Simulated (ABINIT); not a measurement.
TiO2:

```xyz
6
Lattice="2.7060 -2.7067 0.0000 2.7060 2.7067 0.0000 -2.6335 0.0000 4.7966" Properties=species:S:1:pos:R:3 pbc="T T T"
Ti    0.7309   -1.9807    3.5975
Ti    2.0477    1.9807    1.1992
O     0.6963    0.6563    0.8018
O     2.0823   -0.6563    3.9949
O     3.3990    0.6563    1.5966
O    -0.6205   -0.6563    3.2001
```

The cell is a database's computed one.

```yaml
Program: ABINIT 10.8.3 (patched build)
Task: single point
Functional: PBE
Potentials_or_basis: JTH PAW PBE v2.0
Cutoff: 626 eV
k_mesh: 8 × 8 × 6
Occupations: fermi-dirac, width 0.05 eV
Spin: no spin polarisation
```

On this cell: pressure -1.4 GPa; largest force 0.125 eV/Å; band gap on the k mesh 2.07 eV, indirect (least direct gap 2.40 eV).

The same run follows on a disturbed copy (atoms moved at random, drawn with an rms of 0.05 Å):

```
Ti O
1.0
     2.70603   -2.70666    0.00000
     2.70603    2.70666    0.00000
    -2.63353    0.00000    4.79664
Ti O
2 4
Direct
  0.85992 0.12683 0.74769
  0.13998 0.85711 0.26347
  0.08097 0.33384 0.16731
  0.90809 0.66724 0.83798
  0.68236 0.91782 0.34615
  0.33925 0.09276 0.67104
```

What changes?

The energy moves by +11.1 meV/atom; pressure 0.4 GPa; largest force 0.947 eV/Å; band gap on the k mesh 2.13 eV, indirect (least direct gap 2.42 eV).

Forces on the atoms (eV/Å):
```
Ti   0.198 -0.104  0.888
Ti   0.075  0.134 -0.935
O   -0.010 -0.331  0.391
O    0.287 -0.005  0.149
O   -0.242  0.193 -0.480
O   -0.308  0.113 -0.013
```

Stress tensor (GPa, compression positive):
```
-0.72 -3.71 -0.25
-3.71 -0.66 -0.37
-0.25 -0.37  2.56
```

Caveats: the atomic spheres overlap.

A k mesh can miss the band edges.
